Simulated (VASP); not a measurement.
# ZnCu: single point with PBE

ZnCu:

```
Zn Cu
1.0
     2.92523    0.00000    0.00000
     0.00000    2.92523    0.00000
     0.00000    0.00000    2.92523
Zn Cu
1 1
Cartesian
  1.4626 1.4626 1.4626
  0.0000 0.0000 0.0000
```

| Quantity | Value |
| --- | --- |
| Program | VASP 6.6.1 |
| Task | single point |
| Functional | PBE |
| Potentials or basis | VASP PAW PBE potentials, release 64 (Zn, Cu) |
| Cutoff | 520 eV |
| k mesh | 8 × 8 × 8 |
| Occupations | gaussian, width 0.1 eV |
| Spin | no spin polarisation |
| Dipole correction | no |
| Further INCAR settings | ALGO = Normal; EDIFF = 1e-06; NBANDS = 18 |

- Pressure: 5.9 GPa
- Band gap on the k mesh: none (metal or under the smearing width)

Levels at points of the mesh, in eV from the Fermi level:
```tsv
k point	band 9	band 10	band 11	band 12	band 13	band 14
(0.00, 0.00, 0.00)	-2.51	-2.51	-2.51	6.55	6.55	6.55
(0.50, 0.00, 0.00)	-3.08	-3.08	-2.59	-1.77	12.13	12.13
(0.50, 0.50, 0.00)	-2.66	-2.27	-1.71	-1.71	2.09	2.43
(0.50, 0.50, 0.50)	-2.25	-2.25	4.25	4.63	4.63	4.63
```

It took 8 s on 1 thread of Intel(R) Xeon(R) Platinum 8375C CPU @ 2.90GHz (Ice Lake), with other jobs on the host, peak memory 0.14 GiB.
